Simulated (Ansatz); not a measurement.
**Compressing FeNi3: a fit and a missing row**

FeNi3, Pm-3m, a = 3.544 Å. The structure is a COD entry; whether it is the stable form wasn't checked. Ansatz: PBE, PAW, 420 eV, Γ-centred 12×12×12 mesh on 4 atoms, Gaussian smearing 0.10 eV; collinear spin, largest moment 2.9 μB. Symmetry fixes shape and atoms, so the cell is only scaled; pressure is positive in compression.

| V (Å³/atom) | P (GPa) |
| --- | --- |
| 9.790 | ? |
| 10.124 | 23.34 |
| 10.458 | 14.17 |
| 10.791 | 6.46 |
| 11.125 | 0.00 |
| 11.459 | -5.40 |
| 11.793 | -9.89 |
| 12.238 | -14.72 |

Task: Take V0 = 11.125 Å³/atom, fit the third-order Birch–Murnaghan form to the other rows, and predict the missing pressure.

Result: With the Eulerian strain f = ½[(V0/V)^(2/3) − 1] and y = P/[3f(1 + 2f)^(5/2)], the form is the line y = B0 + 1.5 B0 (B0′ − 4) f. Rows (f, y): 0.03244, 204.9; 0.02104, 202.5; 0.01026, 199.5; -0.00976, 193.7; -0.01906, 190.6; -0.03079, 186.8. Means f = 0.0006883, y = 196.33; Σ(Δf)² = 0.003004, ΣΔfΔy = 0.8686; the slope is their ratio. y = 196.1 + 289.2 f GPa, so B0 = 196.1 GPa and B0′ = 4 + 2 × (289.2)/(3 × 196.1) = 4.98. At V = 9.790, f = 0.04448, y = 208.96 and P = 34.51 GPa. The run gave 34.26 GPa, so the fit is 0.25 GPa too high, a small miss on the scale of the series.

Only parallel moments were tried here.